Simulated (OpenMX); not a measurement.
# HfO2 under changes of volume

One of the cells (11.152 Å³/atom); the others are scaled copies at fixed shape and fractional positions:

```
CELL_PARAMETERS angstrom
0.00000 2.55750 2.55750
2.55750 0.00000 2.55750
2.55750 2.55750 0.00000
ATOMIC_POSITIONS crystal
Hf 0.00000 0.00000 0.00000
O 0.75000 0.75000 0.75000
O 0.25000 0.25000 0.25000
```

Measurements of this composition are mostly on another form, of space group No. 14.

* Program: OpenMX 3.8.5
* Functional: PBE
* Potentials or basis: OpenMX 2013 PBE set, Hf7.0-s3p2d2, O6.0-s2p2, fixed grid of 36 × 36 × 36 points
* k mesh: 9 × 9 × 9
* Occupations: fermi-dirac, width 0.05 eV
* Spin: no spin polarisation

```tsv
volume (Å³/atom)	energy over the lowest point (meV/atom)	gap on the mesh (eV)
10.483	23.12	3.75
10.706	7.79	3.70
10.929	0.39	3.64
11.152	0.00	3.59
11.375	?	?
11.598	17.81	3.48
11.821	34.83	3.43
```

Q: What does the run at 11.375 Å³/atom give?

A: Energy over the lowest point 6.00 meV/atom; gap on the mesh 3.53 eV.

Worked out: A Birch-Murnaghan fit of order 3 (a polynomial in V^(-2/3)) to the other rows has its minimum at 11.05 Å³/atom with B0 = V·E''(V) = 238 GPa and B' = 4.1. It gives 6.03 meV/atom at 11.375 Å³/atom, against the run's 6.00. A straight line through the other rows of the gap, of slope -2.69 eV per unit of ln V, gives 3.53 eV, against the run's 3.53.

Energies are extrapolated to zero smearing.

Caveats: spin-orbit coupling is left out, which moves the levels of the heavy elements; an odd mesh through Γ misses points on the zone boundary, where band edges often lie; the basis of atomic orbitals isn't converged, which shifts pressures, moduli and gaps.
